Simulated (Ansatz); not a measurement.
Input for Ansatz (plane-wave DFT, PAW):

```yaml
crystal:
  lattice:
    - [3.0806203182, 0.0, 0.0]
    - [0.0, 3.0806203182, 0.0]
    - [0.0, 0.0, 27.7241463104]
  atoms:
    - { symbol: C, position: [0.0, 0.5, 0.3065919472] }
    - { symbol: Si, position: [0.5, 0.5, 0.3458776927] }
    - { symbol: C, position: [0.5, 0.0, 0.3851634383] }
    - { symbol: Si, position: [0.0, 0.0, 0.4244491839] }
    - { symbol: C, position: [0.0, 0.5, 0.4639200012] }
    - { symbol: Si, position: [0.5, 0.5, 0.5030623929] }
    - { symbol: C, position: [0.5, 0.0, 0.5421533566] }
    - { symbol: Si, position: [0.0, 0.0, 0.5821500114] }
    - { symbol: C, position: [0.5, 0.0, 0.6211052235], spin: 1.0 }
    - { symbol: H, position: [0.5, 0.0, 0.6607818284] }
basis:
  ecutwfc: 420
kpoints:
  mp_grid: { grid: [9, 9, 1] }
hamiltonian:
  xc: pbesol
scf:
  occupations: { method: gaussian, width: 0.05 }
output:
  forces: true
  eigenvalues: true
  populations: true
  write_density: true
  write_potential: true
  elf: true
  volumetric_format: npy
magnetization:
  spin_polarized: true
relax:
  adjacent_minimum: "off"
  f_tol: 0.03
  max_steps: 70
  constraints: [{ sites: [0, 1, 2, 3] }]
efield:
  axis: 3
  dipole_correction: true
  ramp_width: 0.04
```

Run as
```bash
ansatz run input.yaml --threads 2 --pin off --max-ram 5120MiB --backend cpu --events-out ev --progress --plain --runs-dir out
```

Level of theory: DFT PBEsol, scalar-relativistic, plane waves, PAW (Ansatz).

Abridged output:

```
Pseudopotentials: kind: paw
Pseudopotential: C, paw, valence charge 4, recommended cutoff 420 eV (normal)
Pseudopotential: Si, paw, valence charge 4, recommended cutoff 420 eV (normal)
Pseudopotential: H, paw, valence charge 1, recommended cutoff 420 eV (normal)
Functional definition: PBEsol
Crystal: 10 atoms, lattice volume = 263.108 Å³
Basis set: ecut = 420 eV, 5173 PW (Γ), exchange–correlation on 48×48×384 points (8 copies of the dense FFT grid, shifted against one another)
Bands: 29, of which v1, the nominal top of the filled ones, is band 19 counted from 1 (18 counted from 0)
Symmetry: 4 space group operations
k-points: 25 of 81
Initial density: superposition of atomic densities (neutral atoms: chi_scale 0, normalization atom)
Starting moments: Σ|m| = 1 μB on 1 of 10 sites
Initial wavefunctions: pseudopotential atomic-orbital guess
Functional: x = pbesol(κ = 0.804, μ = 0.12345679), c = pbesol(β = 0.046)
SCF iter   1: F=—  HF=-3735.030820 eV  |F-HF|=—  |Δ(HF+E_count)|=         —  Δρ=4.69e-2 (↑4.15e-2 ↓4.69e-2) dr2=2.77e1  dr2_m=1.53e-1  M=0.216 μB ∫|m|=0.366 μB  β_m=0.30  ethr=3.10e-3  p= 0.000 e·Å  D=-2.02e-7 V/Å  ΔV_dip=0.00 eV  dr2_dipole=1.17e0  V_vac-E_F(+/−)=8.92/8.92 eV  ⟨swp⟩=9.0  Hψ=9466  notcnv=0  defer=56
efield: sawtooth ramp at fractional position 0.9637 (placed from the atoms, in the widest stretch of the axis that holds none; the zero of the levels goes with the place), width 0.0400; the density the first Hamiltonian is built on has a dipole p =  0.000 e·Å; the dipole correction subtracts the counter field D = -2.02e-7 V/Å, which shifts the + side's vacuum level by +0.00 eV against the − side's; the planar-averaged density in the ramp window peaks in size at 7.4e-7 e/Å³
spin=Collinear: LDOS preconditioning applied to the charge; magnetization (m = ρ↑ − ρ↓) channel mixes plain (no charge-response kernel on spin).
SCF iter   2: F=—  HF=-3730.143711 eV  |F-HF|=—  |Δ(HF+E_count)|=    4.89e0  Δρ=2.52e-2 (↑2.32e-2 ↓2.52e-2) dr2=7.81e0  dr2_m=7.07e-2  M=0.332 μB ∫|m|=0.408 μB  β_m=0.30  ethr=3.10e-3  p=0.068 e·Å  D=4.68e-2 V/Å  ΔV_dip=-1.30 eV  dr2_dipole=3.66e-3  V_vac-E_F(+/−)=7.41/8.71 eV  ⟨swp⟩=3.0  Hψ=3203  notcnv=0  defer=273  κ⁻¹=1.0e0(r=1)
SCF iter   3: F=—  HF=-3728.688222 eV  |F-HF|=—  |Δ(HF+E_count)|=    1.46e0  Δρ=1.31e-2 (↑1.28e-2 ↓1.31e-2) dr2=4.05e0  dr2_m=3.41e-2  M=0.585 μB ∫|m|=0.617 μB  β_m=0.30  ethr=3.10e-3  p=0.118 e·Å  D=8.13e-2 V/Å  ΔV_dip=-2.25 eV  dr2_dipole=7.01e-1  V_vac-E_F(+/−)=6.13/8.38 eV  ⟨swp⟩=2.9  Hψ=2537  notcnv=0  defer=274  κ⁻¹=1.4e-2(r=2)
SCF iter   4: F=—  HF=-3728.418413 eV  |F-HF|=—  |Δ(HF+E_count)|=   2.70e-1  Δρ=1.06e-2 (↑8.57e-3 ↓1.06e-2) dr2=2.33e0  dr2_m=2.48e-2  M=0.437 μB ∫|m|=0.467 μB  β_m=0.30  ethr=3.10e-3  p=0.120 e·Å  D=8.28e-2 V/Å  ΔV_dip=-2.30 eV  dr2_dipole=3.41e-1  V_vac-E_F(+/−)=5.93/8.23 eV  ⟨swp⟩=3.1  Hψ=2563  notcnv=0  defer=256  κ⁻¹=1.1e-2(r=3)
SCF iter   5: F=—  HF=-3728.157954 eV  |F-HF|=—  |Δ(HF+E_count)|=   2.60e-1  Δρ=5.53e-3 (↑4.39e-3 ↓5.53e-3) dr2=1.38e0  dr2_m=1.14e-2  M=0.508 μB ∫|m|=0.522 μB  β_m=0.30  ethr=3.10e-3  p=0.156 e·Å  D=1.07e-1 V/Å  ΔV_dip=-2.97 eV  dr2_dipole=5.28e-1  V_vac-E_F(+/−)=4.99/7.96 eV  ⟨swp⟩=3.2  Hψ=2533  notcnv=0  defer=254  κ⁻¹=1.4e-3(r=4)
SCF iter   6: F=—  HF=-3728.156526 eV  |F-HF|=—  |Δ(HF+E_count)|=   1.43e-3  Δρ=4.44e-3 (↑3.49e-3 ↓4.44e-3) dr2=6.49e-1  dr2_m=8.43e-3  M=0.526 μB ∫|m|=0.539 μB  β_m=0.30  ethr=3.10e-3  p=0.159 e·Å  D=1.09e-1 V/Å  ΔV_dip=-3.03 eV  dr2_dipole=2.07e-1  V_vac-E_F(+/−)=4.86/7.89 eV  ⟨swp⟩=1.1  Hψ=1454  notcnv=0  defer=253  κ⁻¹=4.5e-4(r=5)
SCF iter   7: F=—  HF=-3728.129201 eV  |F-HF|=—  |Δ(HF+E_count)|=   2.73e-2  Δρ=3.27e-3 (↑2.41e-3 ↓3.27e-3) dr2=1.39e-1  dr2_m=6.10e-3  M=0.560 μB ∫|m|=0.572 μB  β_m=0.30  ethr=1.75e-3  p=0.168 e·Å  D=1.15e-1 V/Å  ΔV_dip=-3.20 eV  dr2_dipole=5.51e-2  V_vac-E_F(+/−)=4.24/7.44 eV  ⟨swp⟩=2.9  Hψ=1663  notcnv=0  defer=254  κ⁻¹=8.2e-5(r=6)
SCF iter   8: F=—  HF=-3728.124120 eV  |F-HF|=—  |Δ(HF+E_count)|=   5.08e-3  Δρ=2.23e-3 (↑1.55e-3 ↓2.23e-3) dr2=2.67e-2  dr2_m=5.22e-3  M=0.571 μB ∫|m|=0.586 μB  β_m=1.20  ethr=3.77e-4  p=0.149 e·Å  D=1.03e-1 V/Å  ΔV_dip=-2.84 eV  dr2_dipole=6.47e-4  V_vac-E_F(+/−)=4.49/7.33 eV  ⟨swp⟩=2.8  Hψ=2013  notcnv=0  defer=252
Mixer restart at iter 8: flushing history
spin-set hold released at iteration 8 (site moments contracting): the magnetisation degrees of freedom join the quasi-Newton model from the next iteration; the mixer history was flushed
SCF iter   9: F=—  HF=-3728.132577 eV  |F-HF|=—  |Δ(HF+E_count)|=   8.46e-3  Δρ=1.67e-3 (↑1.67e-3 ↓1.52e-3) dr2=3.19e-2  dr2_m=3.38e-3  M=0.647 μB ∫|m|=0.668 μB  β_m=0.53  ethr=7.22e-5  p=0.147 e·Å  D=1.01e-1 V/Å  ΔV_dip=-2.81 eV  dr2_dipole=1.57e-3  V_vac-E_F(+/−)=4.51/7.33 eV  ⟨swp⟩=2.3  Hψ=2103  notcnv=0  defer=253
density mixer auto → msr1: a metal under ldos (density of states about μ 1.27 of a free-electron gas's, 16 screened modes)
SCF iter  10: F=—  HF=-3728.135477 eV  |F-HF|=—  |Δ(HF+E_count)|=   2.90e-3  Δρ=1.60e-3 (↑1.60e-3 ↓1.57e-3) dr2=1.66e-2  dr2_m=4.63e-3  M=0.684 μB ∫|m|=0.708 μB  β_m=0.51  ethr=7.22e-5  p=0.145 e·Å  D=9.99e-2 V/Å  ΔV_dip=-2.77 eV  dr2_dipole=2.05e-4  V_vac-E_F(+/−)=4.55/7.32 eV  ⟨swp⟩=1.4  Hψ=1293  notcnv=0  defer=253
SCF iter  11: F=—  HF=-3728.158930 eV  |F-HF|=—  |Δ(HF+E_count)|=   2.35e-2  Δρ=3.22e-3 (↑1.63e-3 ↓3.22e-3) dr2=1.41e-1  dr2_m=1.37e-2  M=0.860 μB ∫|m|=0.900 μB  β_m=0.45  ethr=4.48e-5  p=0.138 e·Å  D=9.51e-2 V/Å  ΔV_dip=-2.64 eV  dr2_dipole=7.07e-2  V_vac-E_F(+/−)=4.66/7.29 eV  ⟨swp⟩=2.4  Hψ=2270  notcnv=0  defer=252  recentre
SCF iter  12: F=-3727.964934 eV  HF=-3728.161715 eV  |F-HF|=1.97e-1  |Δ(HF+E_count)|=   2.78e-3  Δρ=3.22e-3 (↑1.81e-3 ↓3.22e-3) dr2=1.46e-1  dr2_m=1.45e-2  M=0.885 μB ∫|m|=0.926 μB  β_m=0.38  ethr=4.48e-5  p=0.135 e·Å  D=9.31e-2 V/Å  ΔV_dip=-2.58 eV  dr2_dipole=6.96e-2  V_vac-E_F(+/−)=4.70/7.28 eV  ⟨swp⟩=1.2  Hψ=1399  notcnv=0  defer=252
SCF iter  13: F=-3727.913871 eV  HF=-3728.190543 eV  |F-HF|=2.77e-1  |Δ(HF+E_count)|=   2.88e-2  Δρ=3.65e-3 (↑2.19e-3 ↓3.65e-3) dr2=2.19e-1  dr2_m=1.59e-2  M=1.091 μB ∫|m|=1.124 μB  β_m=0.64  ethr=4.48e-5  p=0.123 e·Å  D=8.46e-2 V/Å  ΔV_dip=-2.34 eV  dr2_dipole=8.61e-2  V_vac-E_F(+/−)=4.85/7.19 eV  ⟨swp⟩=2.1  Hψ=2210  notcnv=0  defer=252
SCF iter  14: F=-3728.067072 eV  HF=-3728.217135 eV  |F-HF|=1.50e-1  |Δ(HF+E_count)|=   2.66e-2  Δρ=2.14e-3 (↑1.85e-3 ↓2.14e-3) dr2=1.18e-1  dr2_m=6.97e-3  M=1.329 μB ∫|m|=1.351 μB  β_m=0.77  ethr=4.48e-5  p=0.111 e·Å  D=7.61e-2 V/Å  ΔV_dip=-2.11 eV  dr2_dipole=4.53e-2  V_vac-E_F(+/−)=4.79/6.90 eV  ⟨swp⟩=2.8  Hψ=2764  notcnv=0  defer=250
SCF iter  15: F=-3728.096903 eV  HF=-3728.222325 eV  |F-HF|=1.25e-1  |Δ(HF+E_count)|=   5.19e-3  Δρ=1.28e-3 (↑1.28e-3 ↓1.15e-3) dr2=9.34e-2  dr2_m=1.91e-3  M=1.376 μB ∫|m|=1.399 μB  β_m=0.89  ethr=4.48e-5  p=0.102 e·Å  D=7.02e-2 V/Å  ΔV_dip=-1.95 eV  dr2_dipole=3.73e-2  V_vac-E_F(+/−)=4.76/6.71 eV  ⟨swp⟩=2.2  Hψ=2165  notcnv=0  defer=251
   ...
SCF iter   6: F=—  HF=-3728.943999 eV  |F-HF|=—  |Δ(HF+E_count)|=   6.91e-6  Δρ=3.42e-5 (↑3.42e-5 ↓2.11e-5) dr2=3.76e-5  dr2_m=1.07e-6  M=0.955 μB ∫|m|=0.989 μB  β_m=0.89  ethr=4.88e-7  p=0.118 e·Å  D=8.12e-2 V/Å  ΔV_dip=-2.25 eV  dr2_dipole=1.69e-5  V_vac-E_F(+/−)=4.33/6.58 eV  ⟨swp⟩=1.0  Hψ=1204  notcnv=0  defer=259
SCF iter   7: F=—  HF=-3728.944004 eV  |F-HF|=—  |Δ(HF+E_count)|=   4.67e-6  Δρ=2.65e-5 (↑9.10e-6 ↓2.65e-5) dr2=1.76e-5  dr2_m=6.97e-7  M=0.956 μB ∫|m|=0.989 μB  β_m=0.95  ethr=1.02e-7  p=0.118 e·Å  D=8.12e-2 V/Å  ΔV_dip=-2.25 eV  dr2_dipole=8.27e-6  V_vac-E_F(+/−)=4.33/6.58 eV  ⟨swp⟩=2.0  Hψ=1696  notcnv=0  defer=259
SCF iter   8: F=—  HF=-3728.944005 eV  |F-HF|=—  |Δ(HF+E_count)|=   5.65e-7  Δρ=1.67e-5 (↑8.94e-6 ↓1.67e-5) dr2=6.90e-6  dr2_m=3.46e-7  M=0.958 μB ∫|m|=0.990 μB  β_m=0.97  ethr=4.76e-8  p=0.118 e·Å  D=8.12e-2 V/Å  ΔV_dip=-2.25 eV  dr2_dipole=3.11e-6  V_vac-E_F(+/−)=4.33/6.58 eV  ⟨swp⟩=1.1  Hψ=1200  notcnv=0  defer=259
SCF iter   9: F=-3728.944003 eV  HF=-3728.944006 eV  |F-HF|=2.61e-6  |Δ(HF+E_count)|=   1.37e-6  Δρ=1.04e-5 (↑1.04e-5 ↓8.56e-6) dr2=2.23e-6  dr2_m=1.60e-7  M=0.960 μB ∫|m|=0.991 μB  β_m=0.93  ethr=1.09e-8  p=0.118 e·Å  D=8.13e-2 V/Å  ΔV_dip=-2.25 eV  dr2_dipole=8.00e-7  V_vac-E_F(+/−)=4.33/6.58 eV  ⟨swp⟩=19.8  Hψ=14023  notcnv=0
SCF iter  10: F=-3728.944005 eV  HF=-3728.944007 eV  |F-HF|=1.33e-6  |Δ(HF+E_count)|=   5.58e-7  Δρ=6.29e-6 (↑6.29e-6 ↓5.06e-6) dr2=1.15e-6  dr2_m=5.53e-8  M=0.962 μB ∫|m|=0.991 μB  β_m=0.90  ethr=6.04e-9  p=0.118 e·Å  D=8.12e-2 V/Å  ΔV_dip=-2.25 eV  dr2_dipole=5.32e-7  V_vac-E_F(+/−)=4.33/6.58 eV  ⟨swp⟩=12.2  Hψ=11758  notcnv=0
SCF iter  11: F=-3728.944007 eV  HF=-3728.944007 eV  |F-HF|=2.64e-7  |Δ(HF+E_count)|=   5.67e-7  Δρ=3.13e-6 (↑3.13e-6 ↓2.80e-6) dr2=2.45e-7  dr2_m=1.65e-8  M=0.964 μB ∫|m|=0.992 μB  ethr=3.11e-9  p=0.118 e·Å  D=8.12e-2 V/Å  ΔV_dip=-2.25 eV  dr2_dipole=1.07e-7  V_vac-E_F(+/−)=4.33/6.58 eV  ⟨swp⟩=12.7  Hψ=11660  notcnv=0
SCF 5 converged in 11 iterations: F = -3728.944007 eV  dr2 = 2.45e-7
relax step   5: F+E_penalty+E_count = -3728.94400695 eV  Δ(F+E_penalty+E_count) = -2.791e-3 eV  max|allowed force component| = 4.687e-2 eV/Å  Δτ_max = 0.0192 Å  (11 SCF iters, dr2 threshold 4.05e-6 eV, accepted)
SCF iter   1: F=—  HF=-3728.944058 eV  |F-HF|=—  |Δ(HF+E_count)|=         —  Δρ=1.48e-4 (↑1.48e-4 ↓1.44e-4) dr2=3.27e-4  dr2_m=2.89e-6  M=0.962 μB ∫|m|=0.991 μB  β_m=1.20  ethr=1.78e-5  p=0.118 e·Å  D=8.12e-2 V/Å  ΔV_dip=-2.25 eV  dr2_dipole=5.77e-5  V_vac-E_F(+/−)=4.33/6.58 eV  ⟨swp⟩=1.6  Hψ=2422  notcnv=0  defer=65
efield: sawtooth ramp at fractional position 0.9637 (handed on by an earlier solve), width 0.0400; the density the first Hamiltonian is built on has a dipole p = 0.118 e·Å; the dipole correction subtracts the counter field D = 8.12e-2 V/Å, which shifts the + side's vacuum level by -2.25 eV against the − side's; the planar-averaged density in the ramp window peaks in size at 1.3e-6 e/Å³
spin=Collinear: LDOS preconditioning applied to the charge; magnetization (m = ρ↑ − ρ↓) channel mixes plain (no charge-response kernel on spin).
SCF iter   2: F=—  HF=-3728.944028 eV  |F-HF|=—  |Δ(HF+E_count)|=   3.03e-5  Δρ=8.87e-5 (↑8.52e-5 ↓8.87e-5) dr2=2.16e-4  dr2_m=6.90e-8  M=0.963 μB ∫|m|=0.991 μB  β_m=0.46  ethr=8.84e-7  p=0.118 e·Å  D=8.11e-2 V/Å  ΔV_dip=-2.25 eV  dr2_dipole=7.08e-5  V_vac-E_F(+/−)=4.33/6.58 eV  ⟨swp⟩=2.0  Hψ=2338  notcnv=0  defer=98
density mixer auto → msr1: a metal under ldos (density of states about μ 0.83 of a free-electron gas's, 16 screened modes)
SCF iter   3: F=—  HF=-3728.944008 eV  |F-HF|=—  |Δ(HF+E_count)|=   1.99e-5  Δρ=4.54e-5 (↑4.54e-5 ↓4.05e-5) dr2=5.22e-5  dr2_m=1.54e-6  M=0.964 μB ∫|m|=0.991 μB  β_m=0.73  ethr=5.85e-7  p=0.118 e·Å  D=8.11e-2 V/Å  ΔV_dip=-2.25 eV  dr2_dipole=2.03e-5  V_vac-E_F(+/−)=4.33/6.58 eV  ⟨swp⟩=1.0  Hψ=1203  notcnv=0  defer=98
SCF iter   4: F=—  HF=-3728.944088 eV  |F-HF|=—  |Δ(HF+E_count)|=   8.02e-5  Δρ=2.56e-5 (↑1.80e-5 ↓2.56e-5) dr2=2.04e-5  dr2_m=5.45e-7  M=0.966 μB ∫|m|=0.993 μB  β_m=0.78  ethr=1.41e-7  p=0.118 e·Å  D=8.12e-2 V/Å  ΔV_dip=-2.25 eV  dr2_dipole=4.88e-6  V_vac-E_F(+/−)=4.33/6.58 eV  ⟨swp⟩=2.1  Hψ=1734  notcnv=0  defer=98
SCF iter   5: F=—  HF=-3728.944089 eV  |F-HF|=—  |Δ(HF+E_count)|=   1.07e-6  Δρ=1.63e-5 (↑9.79e-6 ↓1.63e-5) dr2=1.57e-5  dr2_m=1.46e-7  M=0.966 μB ∫|m|=0.993 μB  β_m=0.89  ethr=5.51e-8  p=0.118 e·Å  D=8.12e-2 V/Å  ΔV_dip=-2.25 eV  dr2_dipole=5.39e-6  V_vac-E_F(+/−)=4.33/6.58 eV  ⟨swp⟩=1.1  Hψ=1228  notcnv=0  defer=98
SCF iter   6: F=—  HF=-3728.944090 eV  |F-HF|=—  |Δ(HF+E_count)|=   3.91e-7  Δρ=7.32e-6 (↑6.44e-6 ↓7.32e-6) dr2=7.26e-7  dr2_m=1.49e-8  M=0.966 μB ∫|m|=0.992 μB  β_m=0.87  ethr=4.24e-8  p=0.118 e·Å  D=8.12e-2 V/Å  ΔV_dip=-2.25 eV  dr2_dipole=1.15e-7  V_vac-E_F(+/−)=4.33/6.58 eV  ⟨swp⟩=1.0  Hψ=1192  notcnv=0  defer=98
SCF iter   7: F=—  HF=-3728.944090 eV  |F-HF|=—  |Δ(HF+E_count)|=   1.23e-7  Δρ=4.65e-6 (↑3.06e-6 ↓4.65e-6) dr2=7.36e-7  dr2_m=9.57e-9  M=0.966 μB ∫|m|=0.992 μB  β_m=0.87  ethr=1.96e-9  p=0.118 e·Å  D=8.12e-2 V/Å  ΔV_dip=-2.25 eV  dr2_dipole=2.80e-7  V_vac-E_F(+/−)=4.33/6.58 eV  ⟨swp⟩=2.4  Hψ=1940  notcnv=0  defer=98
SCF iter   8: F=-3728.944090 eV  HF=-3728.944090 eV  |F-HF|=1.14e-7  |Δ(HF+E_count)|=   4.89e-8  Δρ=1.93e-6 (↑1.17e-6 ↓1.93e-6) dr2=9.77e-8  dr2_m=3.25e-9  M=0.966 μB ∫|m|=0.992 μB  β_m=0.89  ethr=2.70e-10  p=0.118 e·Å  D=8.12e-2 V/Å  ΔV_dip=-2.25 eV  dr2_dipole=4.02e-8  V_vac-E_F(+/−)=4.33/6.58 eV  ⟨swp⟩=14.9  Hψ=11603  notcnv=0
SCF iter   9: F=-3728.944090 eV  HF=-3728.944090 eV  |F-HF|=3.35e-9  |Δ(HF+E_count)|=   2.33e-8  Δρ=9.36e-7 (↑9.36e-7 ↓8.92e-7) dr2=2.31e-9  dr2_m=1.84e-9  M=0.966 μB ∫|m|=0.992 μB  β_m=0.95  ethr=2.64e-10  p=0.118 e·Å  D=8.12e-2 V/Å  ΔV_dip=-2.25 eV  dr2_dipole=1.92e-10  V_vac-E_F(+/−)=4.33/6.58 eV  ⟨swp⟩=10.7  Hψ=10276  notcnv=0
SCF iter  10: F=-3728.944090 eV  HF=-3728.944090 eV  |F-HF|=2.07e-9  |Δ(HF+E_count)|=   1.39e-8  Δρ=7.75e-7 (↑7.75e-7 ↓6.78e-7) dr2=3.78e-9  dr2_m=1.14e-9  M=0.967 μB ∫|m|=0.992 μB  β_m=0.95  ethr=6.24e-12  p=0.118 e·Å  D=8.12e-2 V/Å  ΔV_dip=-2.25 eV  dr2_dipole=1.42e-9  V_vac-E_F(+/−)=4.33/6.58 eV  ⟨swp⟩=8.1  Hψ=9191  notcnv=0
SCF iter  11: F=-3728.944090 eV  HF=-3728.944090 eV  |F-HF|=8.13e-9  |Δ(HF+E_count)|=   1.44e-8  Δρ=4.60e-7 (↑4.60e-7 ↓4.38e-7) dr2=7.51e-9  dr2_m=3.00e-10  M=0.967 μB ∫|m|=0.992 μB  ethr=6.24e-12  p=0.118 e·Å  D=8.12e-2 V/Å  ΔV_dip=-2.25 eV  dr2_dipole=3.49e-9  V_vac-E_F(+/−)=4.33/6.58 eV  ⟨swp⟩=7.9  Hψ=9726  notcnv=0
SCF 6 converged in 11 iterations: F = -3728.944090 eV  dr2 = 7.51e-9
relax step   6: F+E_penalty+E_count = -3728.94409004 eV  Δ(F+E_penalty+E_count) = -8.309e-5 eV  max|allowed force component| = 2.307e-3 eV/Å  Δτ_max = 0.0036 Å  (11 SCF iters, accepted)
WARN: The output density's exchange-correlation potential varies sharply where the density is thin. Do not read a vacuum level from v_tot or v_xc, or from such a field of the output density. On a cell that repeats whose density bears no net charge and no dipole along the vacuum's axis use v_es (v_loc + v_h of the components); under efield.dipole_correction with no amplitude use v_es + v_field, which holds any external_charges[].barrier, or the levels of the report's work_function block, which leave it out; under a non-zero efield.amplitude the vacuum is tilted and has no level; on a cell that repeats and bears such a dipole with no correction it is tilted too, and efield.dipole_correction wi ...
SCF converged after 11 iterations
Magnetization: 0.9669 μB (18.9835 up, 18.0165 down)
Absolute magnetization: 0.9928 μB (∫|ρ↑−ρ↓|, with the PAW one-centre terms)
Spin contamination: 0.0329 ħ² per cell (⟨S²⟩ above its minimum at these occupations)
Per-site moments (μB) at R_I (Å): [(0.44185067, 0.77817587), (0.01827875, 0.77817587), (0.06088033, 0.77817587), (0.00645474, 0.77539464), (0.01110198, 0.77539464), (0.00056576, 0.77290643), (0.01253792, 0.77290643), (0.00013102, 0.79384423), (0.00235714, 0.45687935), (0.00017763, 0.45687935)]
Free energy (F): -3728.944090 eV
Harris-Foulkes:  -3728.944090 eV  (|F-HF|=8.13e-9)
Internal energy: -3728.939614 eV  (E = F + TS)
E sigma→0 (E₀):  -3728.941852 eV
Entropy (-TS):   -0.004476 eV (-0.448 meV/atom)
Fermi energy:    -0.168671 eV
Dipole field:    D = 0.081108 V/Å  (p = 0.117934 e·Å, saw-weighted, corrected)
Work function:   Φ+ = 4.3310 eV   Φ− = 6.5797 eV
Levels:          The Fermi level and band energies are counted from a zero that moves with the ramp; work functions are not
--- Per-component energies (eV) ---
  E_band       = -225.593257
  E_kinetic    = 621.234646
  E_local      = -23765.009830  (includes V_loc(G=0)·N_el)
  E_nonlocal   = 236.976584
  E_hartree    = 11608.773472
  E_xc         = -466.199888
  E_vxc        = -495.714094  (∫ρ·V_xc dr)
  E_paw        = -2470.766300  (= ΣΔE_a)
  E_vpaw       = -41.643466  (= ΣTr[D̂ρ^β])
  E_aug_tail   = -0.001238  (compensation charges beyond the density's cutoff)
  E_efield     = 0.004783  (sawtooth field / dipole correction)
  E_vefield    = 1.017479  (∫n·V_field dr)
  E_ewald      = 10505.816412
  E_core_change = 0.231745  (= ΣΔE_core)
  E_smearing   = -0.004476  (= −TS)
--- Forces (eV/Å), atoms counted from 1 ---
  atom   1  C      0.00000000     0.00000000     1.97873851
  atom   2  Si     0.00000000     0.00000000    -2.19612462
  atom   3  C      0.00000000     0.00000000     0.15777742
  atom   4  Si     0.00000000     0.00000000     0.05798698
  atom   5  C      0.00000000     0.00000000    -0.00034486
  atom   6  Si     0.00000000     0.00000000    -0.00209574
  atom   7  C      0.00000000     0.00000000     0.00230748
  atom   8  Si     0.00000000     0.00000000     0.00179823
  atom   9  C      0.00000000     0.00000000    -0.00048927
  atom  10  H      0.00000000     0.00000000     0.00044967
--- Band table (eV; the first three rows and the last of 50) ---
  k-point 0 ↑: bands = ["-15.6155", "-14.5250", "-13.3961", "-11.9422", "-10.7383", "-7.7898", "-5.8350", "-3.6233", "-3.4926", "-3.4566", "-2.5220", "-2.4767", "-2.0428", "-1.7631", "-1.3406", "-1.0290", "-0.8703", "0.0537", "0.5543", "1.0805", "1.3910", "1.7142", "3.4395", "3.8060", "4.3101", "4.7858", "5.4089", "5.8164", "6.0373"]
  k-point 1 ↑: bands = ["-15.4573", "-14.3814", "-13.2794", "-11.8352", "-10.6956", "-7.7000", "-5.9292", "-4.5174", "-3.7335", "-3.3427", "-3.1781", "-2.3867", "-2.3035", "-1.7068", "-1.5896", "-1.0491", "-0.8547", "-0.2253", "0.0893", "0.7299", "1.8733", "2.2316", "3.6753", "4.2808", "4.9395", "5.0266", "5.8520", "5.9827", "6.1684"]
  k-point 2 ↑: bands = ["-14.9893", "-13.9669", "-12.9560", "-11.5468", "-10.6504", "-7.4833", "-6.6870", "-5.7590", "-4.7225", "-4.0544", "-3.0158", "-2.8939", "-2.1408", "-1.9503", "-1.5636", "-1.4133", "-1.1837", "-0.8441", "0.1347", "0.1782", "2.2226", "3.0114", "4.1516", "4.9589", "5.1992", "5.6042", "6.2543", "6.6729", "6.8142"]
  k-point 24 ↓: bands = ["-11.2420", "-11.0792", "-10.8643", "-9.7849", "-9.0865", "-8.0000", "-7.6140", "-7.2171", "-7.0116", "-5.7377", "-5.1394", "-5.0307", "-4.2446", "-4.1822", "-3.8076", "-3.5233", "-1.9307", "-1.5928", "-1.0474", "-0.7197", "-0.1854", "2.6345", "3.0573", "4.0899", "4.7084", "5.1692", "5.6011", "6.8248", "7.1592"]
--- Relaxed structure (6 steps of the walk, 6 accepted, 0 SCFs on fresh bases) ---
  F+E_penalty+E_count = -3728.94409004 eV   max|allowed force component| = 2.307e-3 eV/Å
  atoms:
    - { symbol: C, position: [0.0, 0.5, 0.30659194] }
    - { symbol: Si, position: [0.5, 0.5, 0.34587769] }
    - { symbol: C, position: [0.5, 0.0, 0.38516343] }
    - { symbol: Si, position: [0.0, 0.0, 0.42444918] }
    - { symbol: C, position: [0.0, 0.5, 0.46331218] }
    - { symbol: Si, position: [0.5, 0.5, 0.50314598] }
    - { symbol: C, position: [0.5, 0.0, 0.54162813] }
    - { symbol: Si, position: [0.0, 0.0, 0.59105467] }
    - { symbol: C, position: [0.5, 0.0, 0.63266836] }
    - { symbol: H, position: [0.5, 0.0, 0.67261860] }
--- Löwdin populations: 10 sites ---
  site symbol q [e]    m [muB]
     0      C      4.4139     0.8207
     1     Si      2.9973    -0.0183
     2      C      4.9346     0.0970
     3     Si      2.9579     0.0091
     4      C      4.9452     0.0171
     5     Si      2.9687    -0.0009
     6      C      4.8414     0.0211
     7     Si      3.1671    -0.0028
     8      C      4.5553     0.0109
     9      H      0.7995     0.0002
  spilling = 0.011327 (of n_electrons = 37.000000)
```

The relaxation met its thresholds.

Time: 110 s on 2 threads of Intel(R) Xeon(R) 6975P-C (Granite Rapids) (shared host), peak memory 0.76 GiB.